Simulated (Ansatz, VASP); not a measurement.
Mo in VASP and in Ansatz

File INCAR:

```
SYSTEM = Mo
PREC = Accurate
ENCUT = 520
EDIFF = 1E-6
ISMEAR = 0
SIGMA = 0.15
LREAL = .False.
LASPH = .True.
NELM = 100
ALGO = Fast
ISIF = 2
LWAVE = .False.
LCHARG = .False.
GGA = PE
NBANDS = 13
```

Contents of KPOINTS:

```
regular mesh
0
Gamma
  22 22 22
  0 0 0
```

File POSCAR:

```
Mo
1.0
   -1.6181300000      1.6181300000      1.5945650000
    1.6181300000     -1.6181300000      1.5945650000
    1.6181300000      1.6181300000     -1.5945650000
Mo
1
Direct
    0.0000000000      0.0000000000      0.0000000000
```

Input for Ansatz:

```yaml
crystal:
  lattice:
    - [-1.61813, 1.61813, 1.594565]
    - [1.61813, -1.61813, 1.594565]
    - [1.61813, 1.61813, -1.594565]
  atoms:
    - { symbol: Mo, position: [0.0, 0.0, 0.0] }
basis:
  ecutwfc: 420
kpoints:
  mp_grid: { grid: [22, 22, 22] }
hamiltonian:
  xc: pbe
scf:
  occupations: { method: gaussian, width: 0.15 }
output:
  forces: true
  stress: true
  eigenvalues: true
```

Change from the starting cell: strain +0.030 along x and y, +0.015 along z, atoms carried along.

Alike in both runs: task single point; functional PBE; k mesh 22 × 22 × 22; occupations gaussian, width 0.15 eV; no spin polarisation.

```csv
,VASP,Ansatz
version,VASP 6.6.1,Ansatz 0.2.0
potentials or method,"VASP PAW PBE potentials, release 64 (Mo_sv)","scalar-relativistic, plane waves, PAW"
plane-wave cutoff (eV),520,420
valence electrons in the cell,14,14
```

|  | VASP | Ansatz | Ansatz less VASP |
| --- | --- | --- | --- |
| gap on the k mesh at the Fermi level (eV) | none | none | - |
| pressure (GPa) | -12.4 | -12.8 | -0.45 |
| largest component of the traceless stress (GPa) | 2.58 | 2.59 | +0.003 |

A gap of «none» marks a metal or a gap that the smearing closes.
